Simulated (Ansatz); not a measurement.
**ZnO: stress in a strained cell**

ZnO is deformed so: equal xx and yy strain of +2 %. What stress and forces result, by LAPW, PAW and all-electron datasets made for the crystal?

Method: DFT LDA, scalar-relativistic, in Ansatz 0.2.0.

## Step 1: Starting point

It takes space group P6_3mc (No. 186, hexagonal). Conventional cell: a = 3.249 Å, b = 3.249 Å, c = 5.204 Å, α = 90.00°, β = 90.00°, γ = 120.00°. Zn (site symmetry 3m) has 4 O at 1.97 to 1.99 Å in its first shell of neighbours. Around O (site symmetry 3m) lie 4 Zn at 1.97 to 1.99 Å.

As a file:

```
CELL_PARAMETERS angstrom
3.24940 0.00000 0.00000
-1.62470 2.81406 0.00000
0.00000 0.00000 5.20380
ATOMIC_POSITIONS crystal
Zn 0.33333 0.66667 0.00000
Zn 0.66667 0.33333 0.50000
O 0.33333 0.66667 0.38210
O 0.66667 0.33333 0.88210
```

Atoms are numbered in the order of the input: Zn1, Zn2, O3, O4.

## Step 2: After the deformation

Space group P6_3mc before, P6_3mc after.

## Step 3: LAPW, all electrons

input.yaml reads:

```yaml
crystal:
  lattice:
    - [3.3143866984, 0.0, 0.0]
    - [-1.6571933491, 2.8703430787, 0.0]
    - [0.0, 0.0, 5.2038]
  atoms:
    - { symbol: Zn, position: [0.3333333333, 0.6666666667, 0.0] }
    - { symbol: Zn, position: [0.6666666667, 0.3333333333, 0.5] }
    - { symbol: O, position: [0.3333333333, 0.6666666667, 0.3821] }
    - { symbol: O, position: [0.6666666667, 0.3333333333, 0.8821] }
kpoints:
  mp_grid: { grid: [8, 8, 5] }
  band_path:
    path:
      - [0.0, 0.0, 0.0]
      - [0.5, 0.0, 0.0]
      - [0.3333333333, 0.3333333333, 0.0]
      - [0.0, 0.0, 0.0]
      - [0.0, 0.0, 0.5]
      - [0.5, 0.0, 0.5]
      - [0.3333333333, 0.3333333333, 0.5]
      - [0.0, 0.0, 0.5]
      - [0.5, 0.0, 0.5]
    npoints: 5
scf:
  occupations: { method: fermi_dirac, width: 0.01 }
hamiltonian:
  xc: lda
  pseudopotentials: { kind: all_electron, lapw: { basis_error: 0.0005 } }
output:
  forces: true
  stress: true
  eigenvalues: true
```

Command:

```sh
> ansatz run input.yaml --threads 1 --pin off --max-ram 4096MiB --backend cpu --events-out ev --progress --plain --runs-dir out
```

## Step 4: PAW on the default files

input.yaml reads:

```yaml
crystal:
  lattice:
    - [3.3143866984, 0.0, 0.0]
    - [-1.6571933491, 2.8703430787, 0.0]
    - [0.0, 0.0, 5.2038]
  atoms:
    - { symbol: Zn, position: [0.3333333333, 0.6666666667, 0.0] }
    - { symbol: Zn, position: [0.6666666667, 0.3333333333, 0.5] }
    - { symbol: O, position: [0.3333333333, 0.6666666667, 0.3821] }
    - { symbol: O, position: [0.6666666667, 0.3333333333, 0.8821] }
kpoints:
  mp_grid: { grid: [8, 8, 5] }
scf:
  occupations: { method: fermi_dirac, width: 0.01 }
hamiltonian:
  xc: lda
  pseudopotentials: { kind: paw }
output:
  forces: true
  stress: true
  eigenvalues: true
  efg: { contact_densities: true }
```

## Step 5: All-electron PAW on datasets made for the crystal

input.yaml: that of step 4 with these lines changed.

```diff
@@ -16,3 +16,3 @@
   xc: lda
-  pseudopotentials: { kind: paw }
+  pseudopotentials: { kind: all_electron, datasets: crystal }
 output:
```

(Steps that only read results are left out.)

Before running it: what results should come out? Wanted: pressure; largest shear or deviatoric stress.

As calculated:

| quantity | value |
| --- | --- |
| pressure | LAPW -11.68, PAW -11.68, crystal datasets -11.67 GPa |
| largest shear or deviatoric stress (LAPW) | 2.88 GPa |

In words: The largest part of the stress beyond the pressure is 2.88 GPa in size, in the zz component; the atoms are carried along and not relaxed. No run of the undeformed cell stands beside it, so pressure and stress hold what the given cell had before the change, as far as its symmetry allows. PAW: stress within 0.02 GPa of LAPW, forces within 1 meV/Å. Crystal datasets: stress within 0.01 GPa of LAPW, forces within 1 meV/Å.
